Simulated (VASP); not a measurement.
As, 2 atoms in the cell. It takes space group R-3m (No. 166, trigonal). Conventional cell: a = 3.789 Å, b = 3.789 Å, c = 10.085 Å, α = 90.00°, β = 90.00°, γ = 120.00°. As (site symmetry 3m) is surrounded by 3 As at 2.54 Å. 

| Property | Result |
| --- | --- |
| Program | VASP 6.6.1 |
| Task | single point |
| Functional | PBEsol |
| Potentials or basis | VASP PAW PBE potentials, release 64 (As) |
| Cutoff | 520 eV |
| k mesh | 21 × 21 × 21 |
| Occupations | gaussian, width 0.1 eV |
| Spin | no spin polarisation |
| Further INCAR settings | ALGO = Normal; EDIFF = 1e-06; NBANDS = 12 |

Potentials or basis: VASP PAW PBE potentials, release 64 (As).

Run with:

```bash
$ cat potpaw_PBE.64/As/POTCAR > POTCAR
$ mpirun -np 1 vasp_std > vasp.out
```

Hardware: 1 thread of AMD EPYC 9R45 (Zen 5), with other jobs on the host.

Task: How long does it take, and how much memory?

Result: Run time: 2.6 min on 1 thread of AMD EPYC 9R45 (Zen 5), with other jobs on the host, peak memory 0.44 GiB. Counts: scf iterations 10, k points 891.
